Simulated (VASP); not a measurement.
The system is GaP.

```
Ga P
1.0
     0.00000    2.72525    2.72525
     2.72525    0.00000    2.72525
     2.72525    2.72525    0.00000
Ga P
1 1
Direct
  0.00000 0.00000 0.00000
  0.75000 0.75000 0.75000
```

Program: VASP 6.6.1. Alike in all runs: potentials or basis VASP PAW PBE potentials, release 64 (Ga_d, P); no spin polarisation; cell as given.

Task: Order these runs on this cell by their band gap on the k mesh, lowest first.
A. level MS2; k mesh 8 × 8 × 8; cutoff (eV) 600; smearing tetrahedron; other keys ENCUT = 600; ISMEAR = -5; SIGMA = 0.3; mesh quality not flagged
B. level HSE03; k mesh 4 × 4 × 4; cutoff (eV) 520; smearing fermi-dirac 0.05 eV; grid for exact exchange (PRECFOCK) Fast; mesh quality coarse
C. level PBE; k mesh 8 × 8 × 8; cutoff (eV) 520; smearing gaussian 0.028 eV; mesh quality not flagged

Result: C (1.64 eV), A (1.92 eV), B (2.13 eV).

Caveats: some runs use coarse meshes.

A k mesh can miss the band edges.
